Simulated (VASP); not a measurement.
# ZnCu (Pm-3m) in VASP: further runs

Runs on ZnCu. Level: r2SCAN. Tasks: single point.

Everything below comes from runs of VASP 6.6.1. Logs are shortened: lines on timing, memory, paths and dates and some standing lists are left out, and cuts for length are marked.

### 1 The structure

Symmetry: Pm-3m, No. 221, cubic system. The conventional cell has a = 2.945 Å, b = 2.945 Å, c = 2.945 Å, α = 90.00°, β = 90.00°, γ = 90.00°. Around Zn (site symmetry m-3m) lie 8 Cu at 2.55 Å. Around Cu (site symmetry m-3m) lie 8 Zn at 2.55 Å.

### 2 Single point, r2SCAN

Contents of INCAR:

```
PREC     = Accurate       # precision mode
ENCUT    = 400            # plane-wave cutoff, eV
EDIFF    = 1E-6           # SCF threshold, eV
ISMEAR   = -1             # smearing method
SIGMA    = 0.1            # smearing width, eV
LREAL    = Auto         
LASPH    = True           # aspherical terms in the spheres
NELM     = 100            # most SCF steps
ALGO     = Normal         # electronic algorithm
ISIF     = 2              # what is computed and relaxed
LWAVE    = False          # write WAVECAR
LCHARG   = False          # write CHGCAR
METAGGA  = R2SCAN         # meta-GGA
LMIXTAU  = True         
NBANDS   = 18             # bands
ADDGRID  = False
```

Contents of KPOINTS:

```
Automatic mesh
0
Gamma
  7 7 7
```

Contents of POSCAR:

```
ZnCu
1.0
    2.9450000000      0.0000000000      0.0000000000
    0.0000000000      2.9450000000      0.0000000000
    0.0000000000      0.0000000000      2.9450000000
Zn Cu
1 1
Direct
    0.5128410000      0.4877280000      0.4845920000
   -0.0040920000      0.0326400000      0.0060300000
```

Potentials or basis: VASP PAW PBE potentials, release 64 (Zn, Cu).

Launch:

```bash
$ cat potpaw_PBE.64/Zn/POTCAR potpaw_PBE.64/Cu/POTCAR > POTCAR
$ mpirun -np 1 vasp_std > vasp.out
```

OUTCAR:

```text
PREC = Accurate
   ENCUT = 400
   EDIFF = 1E-6
   ISMEAR = -1
   LREAL = Auto
   LASPH = True
   NELM = 100
   ISIF = 2
   METAGGA = R2SCAN

 Found    172 irreducible k-points:

 Following reciprocal coordinates:
            Coordinates               Weight
  0.000000  0.000000  0.000000      1.000000
  0.142857  0.000000  0.000000      2.000000
  0.000000  0.142857  0.000000      2.000000
  0.000000  0.000000  0.142857      2.000000
  0.285714  0.000000  0.000000      2.000000
  0.000000  0.285714  0.000000      2.000000
   k-points           NKPTS =    172   k-points in BZ     NKDIM =    172   number of bands    NBANDS=     18
   number of dos      NEDOS =    301   number of ions     NIONS =      2
   total plane-waves  NPLWV =   8000
   dimension x,y,z NGX =    20 NGY =   20 NGZ =   20
   dimension x,y,z NGXF=    40 NGYF=   40 NGZF=   40
   ions per type =               1   1
   NGX,Y,Z   is equivalent  to a cutoff of  11.29, 11.29, 11.29 a.u.
   NGXF,Y,Z  is equivalent  to a cutoff of  22.58, 22.58, 22.58 a.u.
 SYSTEM =  unknown system
   PREC   = accura    normal or accurate (medium, high low for compatibility)
   ISTART =      0    job   : 0-new  1-cont  2-samecut
   ICHARG =      2    charge: 1-file 2-atom 10-const
   ISPIN  =      1    spin polarized calculation?
   LNONCOLLINEAR =      F non collinear calculations
   LSORBIT =      F    spin-orbit coupling
   LASPH  =      T    aspherical Exc in radial PAW
   ENCUT  =  400.0 eV  29.40 Ry    5.42 a.u.   4.80  4.80  4.80*2*pi/ulx,y,z
   NELM   =    100;   NELMIN=  2; NELMDL= -5     # of ELM steps
   EDIFF  = 0.1E-05   stopping-criterion for ELM
   LREAL  =      T    real-space projection
   EDIFFG = 0.1E-04   stopping-criterion for IOM
   NSW    =      0    number of steps for IOM
   IBRION =     -1    ionic relax: 0-MD 1-quasi-New 2-CG
   NFREE  =      0    steps in history (QN), initial steepest desc. (CG)
   ISIF   =      2    stress and relaxation
   ISYM   =      2    0-nonsym 1-usesym 2-fastsym
   POTIM  = 0.5000    time-step for ionic-motion
   TEBEG  =    0.0;   TEEND  =   0.0 temperature during run
   PSTRESS=    0.0 pullay stress
   NELECT =      23.0000    total number of electrons
   NUPDOWN=      -1.0000    fix difference up-down
   EMIN   =  10.00;   EMAX   =-10.00  energy-range for DOS
   EFERMI =   0.00;   METHOD = LEGACY
   ISMEAR =    -1;   SIGMA  =   0.10  broadening in eV -4-tet -1-fermi 0-gaus
   EFERMI_NEDOS =   21; number of points for ismear=-14 and -15
   IALGO  =     38    algorithm
   IMIX   =      4    mixing-type and parameters
     AMIX     =   0.40;   BMIX     =  1.00
     AMIX_MAG =   1.60;   BMIX_MAG =  1.00
  volume/ion in A,a.u.               =      12.77        86.18
  Fermi-wavevector in a.u.,A,eV,Ry     =   1.580880  2.987429 34.003415  2.499180
  Thomas-Fermi vector in A             =   2.681040
   LORBIT       =      0    0 simple, 1 ext, 2 COOP (PROOUT), +10 PAW based schemes
   METAGGA = R2SCAN    functional components
   LHFCALC =     F    Hartree Fock is set to
   AEXX    =    0.0000 exact exchange contribution
   IVDW    =     0    specifies the selected vdW correction
   LEPSILON=     F    determine dielectric tensor
   LRPA    =     F    only Hartree local field effects (RPA)
 non-spin polarized calculation
  energy-cutoff  :      400.00
  volume of cell :       25.54
 maximum number of plane-waves:       474
   NGX =  9   NGY =  9   NGZ =  9

 number of electron      23.0000031 magnetization

 Free energy of the ion-electron system (eV)
  ---------------------------------------------------
  ext. energy  EPLUGINS =         0.00000000
  ---------------------------------------------------
  free energy    TOTEN  =       -19.90648748 eV

  energy without entropy =      -19.89378705  energy(sigma->0) =      -19.90013727

 E-fermi :   5.5426     XC(G=0): -13.5171

 val. band max:        5.5009924792   @ k =  -0.2857   0.4286   0.2857
 cond. band min:       5.5965725215   @ k =   0.2857   0.0000   0.0000
 fundamental gap:      0.0955800423
 Fermi energy:         5.5425607435

 k-point     1 :       0.0000    0.0000    0.0000
  band No.  band energies     occupation
      1      -5.3901      2.00000
      2      -2.8110      2.00000
      3      -2.7982      2.00000
      4      -2.0898      2.00000
      5      -2.0651      2.00000
      6      -2.0626      2.00000
      7       1.6177      2.00000
      8       1.6362      2.00000
      9       2.5184      2.00000
     10       2.5187      2.00000
     11       2.5260      2.00000
     12      12.0125      0.00000
     13      12.0215      0.00000
     14      12.0996      0.00000
     15      16.8124      0.00000
     16      16.8681      0.00000
     17      18.4223      0.00000
     18      29.8669      0.00000

 k-point     2 :       0.1429    0.0000    0.0000
  band No.  band energies     occupation
      1      -5.0071      2.00000
      2      -2.7618      2.00000
      3      -2.7274      2.00000
      4      -2.1194      2.00000
      5      -2.0976      2.00000
      6      -2.0544      2.00000
      7       1.6048      2.00000
      8       1.6601      2.00000
      9       2.4087      2.00000
     10       2.4118      2.00000
     11       2.5104      2.00000
     12       9.2247      0.00000
     13      12.5909      0.00000
     14      12.6571      0.00000
     15      17.0339      0.00000
     16      17.8672      0.00000
     17      21.0565      0.00000
     18      26.8991      0.00000

 k-point     3 :       0.0000    0.1429    0.0000
  band No.  band energies     occupation
      1      -5.0086      2.00000
      2      -2.7697      2.00000
      3      -2.7186      2.00000
      4      -2.1094      2.00000
      5      -2.0985      2.00000
      6      -2.0614      2.00000
      7       1.6181      2.00000
      8       1.6466      2.00000
      9       2.4049      2.00000
     10       2.4060      2.00000
     11       2.5132      2.00000
     12       9.2642      0.00000
     13      12.5798      0.00000
     14      12.5871      0.00000
     15      17.0791      0.00000
     16      17.9343      0.00000
     17      20.9804      0.00000
     18      26.9075      0.00000

 k-point     4 :       0.0000    0.0000    0.1429
  band No.  band energies     occupation
      1      -5.0073      2.00000
      2      -2.7631      2.00000
      3      -2.7260      2.00000
      4      -2.1181      2.00000
      5      -2.0985      2.00000
      6      -2.0546      2.00000
      7       1.6055      2.00000
      8       1.6593      2.00000
      9       2.4083      2.00000
     10       2.4112      2.00000
     11       2.5108      2.00000
     12       9.2287      0.00000
     13      12.5832      0.00000
     14      12.6568      0.00000
     15      17.0377      0.00000
     16      17.8744      0.00000
     17      21.0490      0.00000
     18      26.9013      0.00000

 k-point     5 :       0.2857    0.0000    0.0000
  band No.  band energies     occupation
      1      -3.9360      2.00000
      2      -2.6697      2.00000
      3      -2.4867      2.00000
      4      -2.1890      2.00000
      5      -2.1748      2.00000
      6      -2.0260      2.00000
      7       1.5699      2.00000
      8       1.5931      2.00000
      9       2.1727      2.00000
     10       2.1900      2.00000
     11       2.4892      2.00000
     12       5.5966      0.73632
     13      14.1743      0.00000
     14      14.2084      0.00000
     15      17.6807      0.00000
     16      18.5367      0.00000
     17      23.1769      0.00000
     18      23.2825      0.00000

 k-point     6 :       0.0000    0.2857    0.0000
  band No.  band energies     occupation
      1      -3.9439      2.00000
      2      -2.6747      2.00000
      3      -2.4765      2.00000
      4      -2.1785      2.00000
      5      -2.1730      2.00000
      6      -2.0314      2.00000
      7       1.5766      2.00000
      8       1.5862      2.00000
      9       2.1701      2.00000
     10       2.1741      2.00000
     11       2.4867      2.00000
     12       5.6233      0.61672
     13      14.1553      0.00000
     14      14.1594      0.00000
     15      17.7303      0.00000
     16      18.6137      0.00000
     17      23.1869      0.00000
     18      23.2153      0.00000

 [... further k-points ...]

------------------------ aborting loop because EDIFF is reached ----------------------------------------

  FORCE on cell =-STRESS in cart. coord.  units (eV):
  Direction    XX          YY          ZZ          XY          YZ          ZX
  --------------------------------------------------------------------------------------
  -------------------------------------------------------------------------------------
  Total       -0.3718964     -0.4991358     -0.3734264     -0.1177063      0.1480539     -0.0603846
  in kB      -23.3279549    -31.3093014    -23.4239279     -7.3833683      9.2869817     -3.7877443
  external PRESSURE =     -26.0203948 kB  Pullay stress =       0.0000000 kB

 VOLUME and BASIS-vectors are now :
 -----------------------------------------------------------------------------
  energy-cutoff  :      400.00
  volume of cell :       25.54
      direct lattice vectors                 reciprocal lattice vectors
     2.945000000  0.000000000  0.000000000     0.339558574  0.000000000  0.000000000
     0.000000000  2.945000000  0.000000000     0.000000000  0.339558574  0.000000000
     0.000000000  0.000000000  2.945000000     0.000000000  0.000000000  0.339558574

 POSITION                                       TOTAL-FORCE (eV/Angst)
 -----------------------------------------------------------------------------------
      1.51032      1.43636      1.42712        -0.253184      0.617585      0.326437
      2.93295      0.09612      0.01776         0.253184     -0.617585     -0.326437
 -----------------------------------------------------------------------------------
    total drift:                                0.009771     -0.016534      0.011191

  FREE ENERGIE OF THE ION-ELECTRON SYSTEM (eV)
  ---------------------------------------------------
  free  energy   TOTEN  =       -19.9064874813 eV

  energy  without entropy=      -19.8937870489  energy(sigma->0) =      -19.90013727
```

Run time: 4.3 min. Hardware: 1 thread of Intel Xeon Platinum 8259CL at 2.50GHz (Skylake/Cascade Lake), shared host; peak memory 0.15 GiB.

These settings aren't checked as converged: the numbers below hold their error.

Results:

```
Free energy            : -19.9065 eV
Pressure               : -2.6 GPa
Largest force          : 0.743 eV/Å
Band gap on the k mesh : none (metal or under the smearing width)
```

Caveat: the PAW data sets were made with another functional, which shifts forces and pressure a little.

### 3 Single point, r2SCAN

Changes to INCAR since step 2:

```diff
@@ -2,6 +2,6 @@
 ENCUT    = 400            # plane-wave cutoff, eV
-EDIFF    = 1E-6           # SCF threshold, eV
+EDIFF    = 0.01           # SCF threshold, eV
 ISMEAR   = -1             # smearing method
 SIGMA    = 0.1            # smearing width, eV
-LREAL    = Auto         
+LREAL    = False          # projectors in reciprocal space
 LASPH    = True           # aspherical terms in the spheres
```

KPOINTS is that of step 2.

Contents of POSCAR:

```
ZnCu
1.0
    2.9450000000      0.0000000000      0.0000000000
    0.0000000000      2.9450000000      0.0000000000
    0.0000000000      0.0000000000      2.9450000000
Zn Cu
1 1
Direct
    0.5000000000      0.5000000000      0.5000000000
    0.0000000000      0.0000000000      0.0000000000
```

Potentials or basis: VASP PAW PBE potentials, release 64 (Zn, Cu).

Launch:

```bash
$ cat potpaw_PBE.64/Zn/POTCAR potpaw_PBE.64/Cu/POTCAR > POTCAR
$ mpirun -np 1 vasp_std > vasp.out
```

Run time: 23 s. Hardware: 1 thread of Intel Xeon Platinum 8259CL at 2.50GHz (Skylake/Cascade Lake), shared host; peak memory 0.12 GiB.

The run converged, but some of its settings lie outside the range that counts as converged, so its numbers aren't taken as properties of the crystal.

Results:

```
Free energy            : -19.9606 eV
Pressure               : -37.6 GPa
Band gap on the k mesh : none (metal or under the smearing width)
```

Caveat: a pressure of tens of GPa on the cell as given is suspect, and the run, the potentials or the cell itself is likely at fault; the PAW data sets were made with another functional, which shifts forces and pressure a little.

### 4 For comparison

An earlier run on the cell as given: functional PBE; potentials or basis VASP PAW PBE potentials, release 64 (Zn, Cu); cutoff 520 eV; k mesh 9 × 9 × 9; occupations fermi-dirac, width 0.05 eV; no spin polarisation.

- Pressure: 3.1 GPa
- Band gap on the k mesh: none (metal or under the smearing width)
